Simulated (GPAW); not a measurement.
Runs of GPAW 26.7.0 on CdTe. Symmetry: F-43m, No. 216, cubic system. The conventional cell has a = 6.410 Å, b = 6.410 Å, c = 6.410 Å, α = 90.00°, β = 90.00°, γ = 90.00°. Te (site symmetry -43m) is surrounded by 4 Cd at 2.78 Å. Cd (site symmetry -43m) has 4 Te at 2.78 Å as nearest neighbours. 

```csv
task,level,potentials or basis,spin,k mesh,cutoff (eV),eigensolver,maxiter,hybrids on these orbitals,oneshot functional,band path,mesh quality,gap on the mesh (eV),pressure (GPa),V0 of scaled cells (Å³/atom),B0 (GPa)
one-shot levels of the hybrid HSE06,LDA,"the program's PAW data sets (release 1.2.1) made for this functional, pw",off,5 × 5 × 5,500,-,150,"["HSE06", "PBE0", "YS-PBE0"]",HSE06,-,coarse,0.61,-0.6,-,-
band structure,rSCAN,"GPAW PAW data sets (gpaw-data 1.2.1), pw","SOC, no magnetisation",6 × 6 × 6,600,-,150,-,-,"GXWKGLUWLK,UX",not flagged,1.02,2.9,-,-
equation of state,C09-vdW,"GPAW PAW data sets (gpaw-data 1.2.1), pw",off,6 × 6 × 6,600,-,150,-,-,-,not flagged,-,-,34.33,(a)
band structure,WC,"PAW data sets generated in the run's folder for this functional, pw","SOC, no magnetisation",6 × 6 × 6,600,-,150,-,-,"GXWKGLUWLK,UX",not flagged,0.40,1.3,-,-
single point,HSE03,"GPAW PAW data sets (gpaw-data 1.2.1), pw",off,3 × 3 × 3,450,-,60,-,-,-,coarse,1.72,-,-,-
band structure,C09-vdW,"GPAW PAW data sets (gpaw-data 1.2.1), pw","SOC, no magnetisation",6 × 6 × 6,600,-,150,-,-,"GXWKGLUWLK,UX",not flagged,0.48,-,-,-
band structure,LDA,"the program's PAW data sets (release 1.2.1) made for this functional, pw","SOC, no magnetisation",6 × 6 × 6,600,-,150,-,-,"GXWKGLUWLK,UX",not flagged,0.28,-0.4,-,-
equation of state,LDA,"PAW data sets generated in the run's folder for this functional, pw",off,6 × 6 × 6,600,-,150,-,-,-,not flagged,-,-,(b),(c)
single point,YS-PBE0,"GPAW PAW data sets (gpaw-data 1.2.1), pw",off,4 × 4 × 4,450,-,60,-,-,-,coarse,1.57,-,-,-
```

Alike in all rows: cell as given; smearing fermi-dirac 0.05 eV.

Q: Fill in the values left out.

A: (a) 42; (b) 32.62; (c) 47.

Caveats: some runs use coarse meshes; the PAW data sets were made with another functional, which shifts forces and pressure a little (some runs); spin-orbit coupling was added after a scalar SCF, so levels and gaps hold it while energy, forces, pressure and moments don't (some runs); this program's spin-orbit splittings come out too wide for heavy elements (some runs); spin-orbit coupling is left out, which moves the levels of the heavy elements (some runs); exact exchange converges slowly with the k mesh, and this mesh is small (some runs); the cutoff is short for stress and forces, so pressures can be off by a GPa or more (some runs); energy and the plain gap are those of the semilocal run (some runs).

A k mesh can miss the band edges, and rows without SOC leave out spin-orbit coupling on Cd, Te.

Runs at the PBE level aren't shown here.
